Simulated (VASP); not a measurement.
All values below come from PBE GGA, VASP's PBE PAW potentials (set 64) (plane waves; VASP).

Input for VASP

POSCAR:
```
AlSb
1.0
  0.0000000000   3.0700000000   3.0700000000
  3.0700000000   0.0000000000   3.0700000000
  3.0700000000   3.0700000000   0.0000000000
Al Sb
1 1
direct
 -0.0114006515   0.0114006515   0.0276872964
  0.2500000000   0.2500000000   0.2500000000
```

INCAR:
```
ENCUT  =  400
NSW  =  40   # most ionic steps
LMAXMIX  =  4
PREC  =  Accurate
ALGO  =  Normal   # blocked Davidson
ISIF  =  3   # ions, shape and volume
NELM  =  100   # most electronic steps
SIGMA  =  0.05   # width (eV)
ISMEAR  =  0   # Gaussian
EDIFF  =  1E-6   # SCF stop (eV)
LCHARG  =  .False.
LREAL  =  .False.   # projection in real space or not
SYSTEM  =  AlSb
LWAVE  =  .False.
EDIFFG  =  -0.01   # ionic stop
IBRION  =  2
LASPH  =  .True.   # aspherical one-centre terms
GGA  =  PE   # PBE
```

File KPOINTS:
```
Automatic mesh
0
Gamma
6 6 6
0 0 0
```

POTCAR, in this order: Al Sb (PBE.64 set). Program: vasp_std.

The resulting files:

**OSZICAR**
```
       N       E                     dE             d eps       ncg     rms          rms(c)
DAV:   1     0.128160135200E+02    0.12816E+02   -0.23741E+03  1824   0.568E+02
DAV:   2    -0.772653959553E+01   -0.20543E+02   -0.20024E+02  2360   0.794E+01
DAV:   3    -0.819536949633E+01   -0.46883E+00   -0.46883E+00  2304   0.151E+01
DAV:   4    -0.819822878117E+01   -0.28593E-02   -0.28593E-02  2696   0.145E+00
DAV:   5    -0.819823889613E+01   -0.10115E-04   -0.10115E-04  2344   0.721E-02    0.348E+00
DAV:   6    -0.812989891548E+01    0.68340E-01   -0.93688E-02  1896   0.148E+00    0.217E+00
DAV:   7    -0.810834031154E+01    0.21559E-01   -0.95222E-02  2096   0.166E+00    0.426E-01
DAV:   8    -0.810916042974E+01   -0.82012E-03   -0.67165E-03  1864   0.483E-01    0.107E-01
DAV:   9    -0.810947097785E+01   -0.31055E-03   -0.57486E-04  2400   0.161E-01    0.312E-02
DAV:  10    -0.810949090985E+01   -0.19932E-04   -0.25205E-05  2584   0.300E-02    0.164E-02
DAV:  11    -0.810951858876E+01   -0.27679E-04   -0.50689E-05  1944   0.478E-02    0.302E-03
DAV:  12    -0.810951895401E+01   -0.36525E-06   -0.40281E-07  2528   0.492E-03
   1 F= -.81095190E+01 E0= -.81095190E+01  d E =-.810952E+01
       N       E                     dE             d eps       ncg     rms          rms(c)
DAV:   1    -0.823650032182E+01   -0.12698E+00   -0.52284E+00  2080   0.130E+01    0.111E+00
DAV:   2    -0.819860773804E+01    0.37893E-01   -0.24463E-01  1984   0.350E+00    0.758E-01
DAV:   3    -0.817403956408E+01    0.24568E-01   -0.83261E-02  2528   0.150E+00    0.156E-01
DAV:   4    -0.817359491982E+01    0.44464E-03   -0.44549E-03  1936   0.471E-01    0.151E-01
DAV:   5    -0.817342713899E+01    0.16778E-03   -0.52578E-04  2728   0.138E-01    0.583E-02
DAV:   6    -0.817343595372E+01   -0.88147E-05   -0.42577E-05  2144   0.451E-02    0.150E-02
DAV:   7    -0.817344133655E+01   -0.53828E-05   -0.84957E-06  2424   0.197E-02    0.371E-03
DAV:   8    -0.817344256551E+01   -0.12290E-05   -0.93346E-07  1960   0.649E-03    0.173E-03
DAV:   9    -0.817344287099E+01   -0.30548E-06   -0.30956E-07  1344   0.373E-03
   2 F= -.81734429E+01 E0= -.81734429E+01  d E =-.639239E-01
       N       E                     dE             d eps       ncg     rms          rms(c)
DAV:   1    -0.819430162781E+01   -0.20859E-01   -0.55749E-01  2048   0.435E+00    0.373E-01
DAV:   2    -0.819000453304E+01    0.42971E-02   -0.23301E-02  2072   0.109E+00    0.234E-01
DAV:   3    -0.818745321479E+01    0.25513E-02   -0.89851E-03  2424   0.497E-01    0.534E-02
DAV:   4    -0.818742407172E+01    0.29143E-04   -0.50836E-04  1992   0.159E-01    0.519E-02
DAV:   5    -0.818741246443E+01    0.11607E-04   -0.42216E-05  2768   0.405E-02    0.198E-02
DAV:   6    -0.818741358338E+01   -0.11190E-05   -0.27021E-06  1904   0.120E-02    0.469E-03
DAV:   7    -0.818741403617E+01   -0.45279E-06   -0.69110E-07  1816   0.554E-03
   3 F= -.81874140E+01 E0= -.81874140E+01  d E =-.778951E-01
       N       E                     dE             d eps       ncg     rms          rms(c)
DAV:   1    -0.819662246694E+01   -0.92089E-02   -0.11455E-01  2408   0.215E+00    0.157E-01
DAV:   2    -0.819535694477E+01    0.12655E-02   -0.39467E-03  2584   0.460E-01    0.879E-02
DAV:   3    -0.819471088003E+01    0.64606E-03   -0.23706E-03  2600   0.282E-01    0.171E-02
DAV:   4    -0.819472764406E+01   -0.16764E-04   -0.18164E-04  1920   0.974E-02    0.124E-02
DAV:   5    -0.819472857411E+01   -0.93005E-06   -0.58629E-06  2624   0.185E-02
   4 F= -.81947286E+01 E0= -.81947286E+01  d E =-.731454E-02
       N       E                     dE             d eps       ncg     rms          rms(c)
DAV:   1    -0.819940776823E+01   -0.46801E-02   -0.12948E-01  2392   0.228E+00    0.166E-01
DAV:   2    -0.819800527960E+01    0.14025E-02   -0.44452E-03  2632   0.490E-01    0.931E-02
DAV:   3    -0.819728222142E+01    0.72306E-03   -0.26263E-03  2576   0.298E-01    0.182E-02
DAV:   4    -0.819730117069E+01   -0.18949E-04   -0.20170E-04  1904   0.103E-01    0.133E-02
DAV:   5    -0.819730234898E+01   -0.11783E-05   -0.67129E-06  2664   0.198E-02    0.610E-03
DAV:   6    -0.819730312760E+01   -0.77862E-06   -0.11476E-06  1624   0.748E-03
   5 F= -.81973031E+01 E0= -.81973031E+01  d E =-.988909E-02
       N       E                     dE             d eps       ncg     rms          rms(c)
DAV:   1    -0.820288849238E+01   -0.55861E-02   -0.16653E-01  2368   0.230E+00    0.208E-01
DAV:   2    -0.820060021759E+01    0.22883E-02   -0.64133E-03  2520   0.600E-01    0.119E-01
DAV:   3    -0.819939774451E+01    0.12025E-02   -0.46105E-03  2592   0.394E-01    0.211E-02
DAV:   4    -0.819942239024E+01   -0.24646E-04   -0.31986E-04  1976   0.132E-01    0.131E-02
DAV:   5    -0.819942365169E+01   -0.12614E-05   -0.10747E-05  2728   0.253E-02    0.435E-03
DAV:   6    -0.819942445924E+01   -0.80756E-06   -0.95519E-07  1696   0.669E-03
   6 F= -.81994245E+01 E0= -.81994245E+01  d E =-.212133E-02
       N       E                     dE             d eps       ncg     rms          rms(c)
DAV:   1    -0.819953265149E+01   -0.10900E-03   -0.28362E-03  2408   0.301E-01    0.273E-02
DAV:   2    -0.819949381920E+01    0.38832E-04   -0.10861E-04  2512   0.783E-02    0.156E-02
DAV:   3    -0.819947344611E+01    0.20373E-04   -0.78463E-05  2648   0.517E-02    0.275E-03
DAV:   4    -0.819947386469E+01   -0.41859E-06   -0.54293E-06  1928   0.172E-02
   7 F= -.81994739E+01 E0= -.81994739E+01  d E =-.217074E-02
       N       E                     dE             d eps       ncg     rms          rms(c)
DAV:   1    -0.819952911904E+01   -0.55673E-04   -0.19651E-03  2176   0.248E-01    0.213E-02
DAV:   2    -0.819951127549E+01    0.17844E-04   -0.78872E-05  2368   0.667E-02    0.126E-02
DAV:   3    -0.819949991196E+01    0.11364E-04   -0.41940E-05  2648   0.369E-02    0.225E-03
DAV:   4    -0.819949994218E+01   -0.30221E-07   -0.25291E-06  1808   0.119E-02
   8 F= -.81994999E+01 E0= -.81994999E+01  d E =-.260775E-04
```

### OUTCAR
```
------------------------ aborting loop because EDIFF is reached ----------------------------------------
  FORCE on cell =-STRESS in cart. coord.  units (eV):
  Direction    XX          YY          ZZ          XY          YZ          ZX
  --------------------------------------------------------------------------------------
  Total        0.0040534     -0.0074102     -0.0093106     -0.0014748     -0.0067945     -0.0051432
  in kB        0.1072890     -0.1961416     -0.2464418     -0.0390376     -0.1798443     -0.1361342
  external PRESSURE =      -0.1117648 kB  Pullay stress =       0.0000000 kB
  volume of cell :       60.53
      direct lattice vectors                 reciprocal lattice vectors
    -0.000421705  3.117236930  3.117745497    -0.160524959  0.160362363  0.160386673
     3.114864254 -0.000294549  3.117844401     0.160477198 -0.160399912  0.160395454
     3.114132444  3.116461370  0.000828457     0.160580074  0.160459321 -0.160411427
 POSITION                                       TOTAL-FORCE (eV/Angst)
 -----------------------------------------------------------------------------------
      0.06022      3.14252      3.11711         0.004678      0.002749      0.007307
      1.61824      1.58382      1.55976        -0.004678     -0.002749     -0.007307
 -----------------------------------------------------------------------------------
    total drift:                                0.000056     -0.000049      0.000039
  FREE ENERGIE OF THE ION-ELECTRON SYSTEM (eV)
  ---------------------------------------------------
  free  energy   TOTEN  =        -8.1994999422 eV

  energy  without entropy=       -8.1994999422  energy(sigma->0) =       -8.19949994

 reached required accuracy - stopping structural energy minimisation
```
(Selected blocks of OUTCAR.)

File CONTCAR:
```
AlSb
   1.00000000000000
    -0.0004217048728876    3.1172369301039335    3.1177454965721414
     3.1148642543051985   -0.0002945488928124    3.1178444010853990
     3.1141324435640958    3.1164613699149428    0.0008284574234400
  Al              Sb
     1     1
Direct
     0.9942175290484215    0.0055757285629802    0.0138961853717560
     0.2443818194515814    0.2558249229370169    0.2637911110282475
```

Energy and stress use the plane-wave basis of the starting cell.

The compound is AlSb in the zinc blende structure. In the starting cell atoms are displaced from their ideal sites. This run relaxes it.
